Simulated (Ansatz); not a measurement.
A calculation with Ansatz 0.2.0 of Zr (native input, structure typed inline):

Contents of input.yaml:

```yaml
crystal:
  lattice:
    - [3.232, 0.0, 0.0]
    - [-1.616, 2.798994105, 0.0]
    - [0.0, 0.0, 5.147]
  atoms:
    - { symbol: Zr, position: [0.6666666667, 0.3333333333, 0.75] }
    - { symbol: Zr, position: [0.3333333333, 0.6666666667, 0.25] }
hamiltonian:
  xc: r2scan
  pseudopotentials: { kind: paw, source: jth }
  dispersion: d3bj
kpoints:
  mp_grid: { grid: [9, 9, 5] }
scf:
  occupations: { method: methfessel_paxton, width: 0.01 }
output:
  forces: true
  stress: true
  eigenvalues: true
```

Potentials or basis: JTH PAW.

Launch:

```sh
$ ansatz run input.yaml --threads 2 --pin off --max-ram 5120MiB --backend cpu --events-out ev --progress --plain --runs-dir out
```

Problem. Write the same calculation in another form: ASE script, structure from a P1 CIF.

Solution. As run:

The input run.py:

```python
import json

import ase.io
import numpy as np
from ase.calculators.calculator import CalculationFailed, Calculator
from ase.stress import full_3x3_to_voigt_6_stress
from ase.units import GPa

import ansatz as az

class AnsatzCalculator(Calculator):
    implemented_properties = ["energy", "free_energy", "forces", "stress", "magmom"]

    def calculate(self, atoms, properties, system_changes):
        super().calculate(atoms, properties, system_changes)
        structure = atoms.copy()
        structure.set_constraint()
        structure.set_momenta(None)
        structure.set_masses(None)
        outcome = (
            az.Crystal.from_ase(structure)
            .calculation()
            .basis(xc_grid=3)
            .kpoints(9, 9, 5)
            .functional("r2scan", dispersion="d3bj")
            .pseudopotentials(kind="paw", source="jth")
            .scf(tolerance=2e-10)
            .occupations(method="methfessel_paxton", width=0.01)
            .forces()
            .stress()
            .run(threads=2)
        )
        if not outcome.report["converged"]:
            raise CalculationFailed("SCF not converged")
        report = outcome.report
        self.results = {
            "free_energy": report["lagrangian_ev"],
            "energy": report["lagrangian_ev"],
            "forces": np.array(report["forces_ev_ang"]),
            "stress": -GPa * full_3x3_to_voigt_6_stress(report["stress_gpa"]),
            "magmom": report["magnetization_mub"],
        }

np.set_printoptions(precision=5, suppress=True, linewidth=110)
atoms = ase.io.read("Zr.cif")
atoms.info.pop("occupancy", None)
atoms.calc = AnsatzCalculator()
print(f"free energy {atoms.get_potential_energy():.6f} eV")
print("forces (eV/A)", atoms.get_forces(), sep="\n")
print("stress (GPa, Voigt, tension positive)", atoms.get_stress() / GPa, sep="\n")
print(f"moment {atoms.get_magnetic_moment():.4f} muB")
```

Contents of Zr.cif:

```cif
data_Zr
_cell_length_a 3.23200000
_cell_length_b 3.23200000
_cell_length_c 5.14700000
_cell_angle_alpha 90.00000000
_cell_angle_beta 90.00000000
_cell_angle_gamma 120.00000000
_space_group_name_H-M_alt 'P1'
_space_group_name_Hall 'P 1'
_space_group_IT_number 1
loop_
_space_group_symop_operation_xyz
'x,y,z'
loop_
_atom_site_label
_atom_site_type_symbol
_atom_site_symmetry_multiplicity
_atom_site_Wyckoff_symbol
_atom_site_fract_x
_atom_site_fract_y
_atom_site_fract_z
_atom_site_occupancy
Zr1 Zr 1 a 0.6666666667 0.3333333333 0.7500000000 1
Zr2 Zr 1 a 0.3333333333 0.6666666667 0.2500000000 1
```

Potentials or basis: JTH PAW.

Launch:

```console
$ python run.py
```

Both were run:

|  | native input, structure typed inline | ASE script, structure from a P1 CIF |
| --- | --- | --- |
| Pressure | -1.0 GPa | -1.0 GPa |

Keys that steer only the numerical path or the files written may differ.

Caveat: the dispersion damping was fitted for another functional or another form of the correction.
